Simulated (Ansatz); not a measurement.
Runs of Ansatz 0.2.0 on Ir. Symmetry: P6_3/mmc, No. 194, hexagonal system. The conventional cell has a = 2.751 Å, b = 2.751 Å, c = 4.462 Å, α = 90.00°, β = 90.00°, γ = 120.00°. Ir (site symmetry -6m2) has 12 Ir at 2.74 to 2.75 Å as nearest neighbours. This isn't the form of Ir at room conditions, which is fcc.

```csv
task,level,spin,cell,k mesh,points for each segment of the path,gap on the mesh (eV),pressure (GPa),relaxed volume (Å³/atom)
single point,PBE0,off,as given,6 × 6 × 3,-,none,-14.7,-
relaxation of cell and atoms,PBEsol0,off,relaxed,6 × 6 × 3,-,none,0.0,13.74
single point,PBE0,"SOC, no magnetisation",as given,5 × 5 × 3,-,none,-11.5,-
relaxation of cell and atoms,HSE06,off,relaxed,6 × 6 × 3,-,none,0.0,14.04
relaxation of cell and atoms,B3LYP,off,relaxed,6 × 6 × 3,-,none,0.0,14.72
single point,B3LYP,off,as given,6 × 6 × 3,-,none,1.9,-
band structure,HSE03,off,as given,6 × 6 × 3,4,none,-13.6,-
relaxation of cell and atoms,PBE0,off,relaxed,6 × 6 × 3,-,none,0.0,(b)
single point,HSE06,"SOC, no magnetisation",as given,5 × 5 × 3,-,none,(a),-
band structure,HSE06,off,as given,6 × 6 × 3,4,none,-14.7,-
single point,PBEsol0,off,as given,6 × 6 × 3,-,none,-22.2,-
```

Alike in all rows: potentials or basis Ansatz PAW; cutoff (eV) 420; smearing fermi-dirac 0.05 eV; the mesh is coarse, so values aren't converged.

Problem. Estimate the missing entries.

Solution. (a) -11.7; (b) 14.01.

Caveats: all runs use coarse meshes; the PAW data sets come from PBE, with cores solved anew for the run's functional, which leaves a small shift of forces and pressure; the thresholds are loose for stress (some runs); the plane-wave basis is chosen anew once the cell has moved, so the energies of steps on either side of that aren't comparable (some runs); spin-orbit coupling is left out, which moves the levels of the heavy elements (some runs); so large a pressure means that the cell lies far from this level's equilibrium, or that cutoff or potentials fall short (some runs).

A k mesh can miss the band edges, and rows without SOC leave out spin-orbit coupling on Ir.

A gap of «none» marks a metal or a gap under the smearing width.
